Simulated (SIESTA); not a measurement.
The system is MgO.

```
Mg O
1.0
     0.00000    2.09700    2.09700
     2.09700    0.00000    2.09700
     2.09700    2.09700    0.00000
Mg O
1 1
Direct
  0.00000 0.00000 0.00000
  0.50000 0.50000 0.50000
```

The cell is a database's computed one.

Base run:

| Item | Value |
| --- | --- |
| Program | SIESTA 5.4.2 |
| Functional | LDA |
| Potentials or basis | PseudoDojo 0.4 standard (LDA files) |
| Basis | DZP (energy shift 0.003 Ry; two zetas on semicore shells) |
| Grid cutoff | 800 Ry |
| Energy shift | 0.003 Ry |
| k mesh | 11 × 11 × 11 |
| Occupations | fermi-dirac, width 0.05 eV |
| Spin | no spin polarisation |

Its results: band gap on the k mesh 4.71 eV, direct; pressure -0.3 GPa.

Problem. The run is repeated on the same cell with these changes: functional from LDA to PBEsol; potentials or basis from PseudoDojo 0.4 standard (LDA files) to PseudoDojo 0.4 standard (PBEsol files). What comes out?

Solution. Band gap on the k mesh 4.68 eV, direct; pressure 5.7 GPa.

Caveats: the basis of atomic orbitals isn't converged, which shifts pressures, moduli and gaps.

Not every run made on this cell is shown here.
